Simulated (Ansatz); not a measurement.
## Structures of TiO2: which is lowest?

Plane-wave DFT in Ansatz with scalar-relativistic PAW potentials, cutoff 420 eV, Γ-centred meshes chosen by cell and gap, Gaussian smearing with energies taken to zero width. Every cell was relaxed (cell and atoms) in a run of its own, within the symmetry of its start. U_eff on d shells: Ti 4 eV. Functional: PBE+U+D3(BJ).

Relaxed structures (starts from databases or built by putting these elements on another compound's sites):
A. I4_1/amd, 6 atoms in the computed cell, a = 3.804 Å, c = 9.668 Å; sites (symmetry × multiplicity) Ti -4m2 × 4, O 2mm. × 8; start: database
B. R-3m, 3 atoms in the computed cell, a = 3.008 Å, c = 14.659 Å; sites (symmetry × multiplicity) Ti -3m × 3, O 3m × 6; start: database

Task: Rank them by energy. Could pressure change the order?

Result:
| structure | group | E − E(lowest) (meV/atom) | V (Å³/atom) | gap on mesh (eV) |
| --- | --- | --- | --- | --- |
| A | I4_1/amd | 0.0 | 11.66 | 2.65 |
| B | R-3m | 178 | 12.76 | 2.92 |

A is lowest, 178 meV/atom under B. The lowest is also the densest of these, so pressure wouldn't bring one of the others in at first order. Other structures may lie lower than all of these, and vibrations aren't counted.